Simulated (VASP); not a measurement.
Input of a VASP 6.6.1 run:

Contents of POSCAR:

```
ZrC
1.0
    0.0000000000      2.3355300000      2.3355300000
    2.3355300000      0.0000000000      2.3355300000
    2.3355300000      2.3355300000      0.0000000000
Zr C
1 1
Direct
    0.5000000000      0.5000000000      0.5000000000
    0.0000000000      0.0000000000      0.0000000000
```

Contents of INCAR.step1:

```
SYSTEM = ZrC
PREC     = Accurate       ! precision mode
ENCUT    = 520            ! plane-wave cutoff, eV
EDIFF    = 1E-5           ! SCF threshold, eV
ISMEAR   = 0              ! smearing method
SIGMA    = 0.1            ! smearing width, eV
LREAL    = .False.        ! projectors in reciprocal space
LASPH    = .True.         ! aspherical terms in the spheres
NELM     = 100            ! most SCF steps
ALGO     = Normal         ! electronic algorithm
ISIF     = 2              ! what is computed and relaxed
LWAVE    = .True.         ! write WAVECAR
GGA      = PE             ! functional
```

Contents of INCAR.step2:

```
SYSTEM = ZrC
PREC     = Accurate       ! precision mode
ENCUT    = 520            ! plane-wave cutoff, eV
EDIFF    = 1E-6           ! SCF threshold, eV
ISMEAR   = 0              ! smearing method
SIGMA    = 0.1            ! smearing width, eV
LREAL    = .False.        ! projectors in reciprocal space
LASPH    = .True.         ! aspherical terms in the spheres
NELM     = 100            ! most SCF steps
ALGO     = Normal         ! electronic algorithm
ISIF     = 2              ! what is computed and relaxed
LWAVE    = .False.        ! write WAVECAR
LCHARG   = .True.         ! write CHGCAR
GGA      = PE             ! functional
LHFCALC  = .True.         ! exact exchange
HFSCREEN = 0.2            ! screening, 1/A
PRECFOCK = Fast         
LELF     = .True.         ! ELF
LVHAR    = .True.       
ISTART   = 1
```

KPOINTS

```
Automatic mesh
0
Gamma
  8 8 8
  0 0 0
```

Potentials or basis: VASP PAW PBE potentials, release 64 (Zr_sv, C).

Run with:

```console
$ cat potpaw_PBE.64/Zr_sv/POTCAR potpaw_PBE.64/C/POTCAR > POTCAR
$ cp INCAR.step1 INCAR
$ mpirun -np 1 vasp_std > vasp.out
$ cp INCAR.step2 INCAR
$ mpirun -np 1 vasp_std > vasp.out
```

Problem. What does it give for the band gap on the k mesh?

Solution. None (metal or under the smearing width).

Problem. Predict the pressure.

Solution. 3.2 GPa.

Caveat: the PAW data sets were made with another functional, which shifts forces and pressure a little.
